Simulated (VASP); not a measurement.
Write the native input for VASP 6.6.1 that does the following.

```
Task                   : relaxation of cell and atoms
Functional             : PBE
Potentials or basis    : VASP PAW PBE potentials, release 64 (Hf_pv)
Cutoff                 : 520 eV
k mesh                 : 6 × 6 × 4
Occupations            : gaussian, width 0.1 eV
Spin                   : no spin polarisation
Further INCAR settings : ALGO = Fast; EDIFF = 1e-07; IBRION = 2; EDIFFG = -0.002; NSW = 80; ISIF = 3
```

The structure of Hf lies in POSCAR:

```
Hf
1.0
    3.1967000000      0.0000000000      0.0000000000
   -1.5983500000      2.7684234100      0.0000000000
    0.0000000000      0.0000000000      5.0578000000
Hf
2
Direct
    0.3333333300      0.6666666700      0.2500000000
    0.6666666700      0.3333333300      0.7500000000
```

One way to write it, as run:

INCAR

```
PREC = Accurate ; ENCUT = 520
EDIFF = 1E-7 ; ISMEAR = 0
SIGMA = 0.1 ; LREAL = F
LASPH = T ; NELM = 80
ALGO = Fast ; ISIF = 3
LWAVE = F ; LCHARG = F
GGA = PE ; IBRION = 2
NSW = 80 ; EDIFFG = -0.002
```

KPOINTS

```
Automatic mesh
0
Gamma
  6 6 4
```

Potentials or basis: VASP PAW PBE potentials, release 64 (Hf_pv).

Command:

```bash
$ cat potpaw_PBE.64/Hf_pv/POTCAR > POTCAR
$ mpirun -np 1 vasp_std > vasp.out
```

Results of the run:

```
Relaxed volume                         : 22.50 Å³/atom
Relaxed cell                           : a = 3.193 Å, b = 3.193 Å, c = 5.096 Å, α = 90.00°, β = 90.00°, γ = 120.00°
Space group after relaxing (to 0.05 Å) : P6_3/mmc (No. 194)
Energy gained by relaxing              : 0.5 meV/atom
Ionic steps                            : 9
Pressure after relaxing                : 0.0 GPa
Band gap on the k mesh                 : none (metal or under the smearing width)
```

Caveat: the k mesh is coarse (spacing up to 0.38 Å⁻¹), so the values aren't converged.

Wall time 56 s on 1 thread of Intel(R) Xeon(R) Platinum 8259CL CPU @ 2.50GHz (Skylake/Cascade Lake), with other jobs on the host, peak memory 0.16 GiB.
